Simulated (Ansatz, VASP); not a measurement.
CuI (Marshite) in VASP and in Ansatz

```
CELL_PARAMETERS angstrom
0.00000 3.03150 3.03150
3.03150 0.00000 3.03150
3.03150 3.03150 0.00000
ATOMIC_POSITIONS crystal
Cu 0.25000 0.25000 0.25000
I 0.00000 0.00000 0.00000
```

Alike in both runs: task relaxation of cell and atoms; functional LDA; k mesh 8 × 8 × 8; occupations gaussian, width 0.02 eV; no spin polarisation.

|  | VASP | Ansatz |
| --- | --- | --- |
| version | VASP 6.6.1 | Ansatz 0.2.0 |
| potentials or method | VASP PAW LDA potentials, release 64 (Cu, I) | scalar-relativistic, plane waves, PAW |
| plane-wave cutoff (eV) | 600 | 420 |
| valence electrons in the cell | 18 | 36 |

VASP gave:

```
gap on the k mesh at the Fermi level, each at its own relaxed structure (eV) : 1.28
relaxed volume (Å³/atom)                                                     : 25.25
relaxed cell length with the largest relative difference (Å)                 : 4.149
energy change over the relaxation (meV/atom)                                 : -39
```

What did Ansatz give for the same quantities?

gap on the k mesh at the Fermi level, each at its own relaxed structure (eV): 1.22; relaxed volume (Å³/atom): 25.18; relaxed cell length with the largest relative difference (Å): 4.145; energy change over the relaxation (meV/atom): -41.

The two sets of potentials don't hold the same shells in valence.

Caveats: spin-orbit coupling is left out, which moves the levels of the heavy elements. As with any semilocal functional, this LDA gap is likely too small. Zero-point motion and thermal expansion aren't in these numbers.
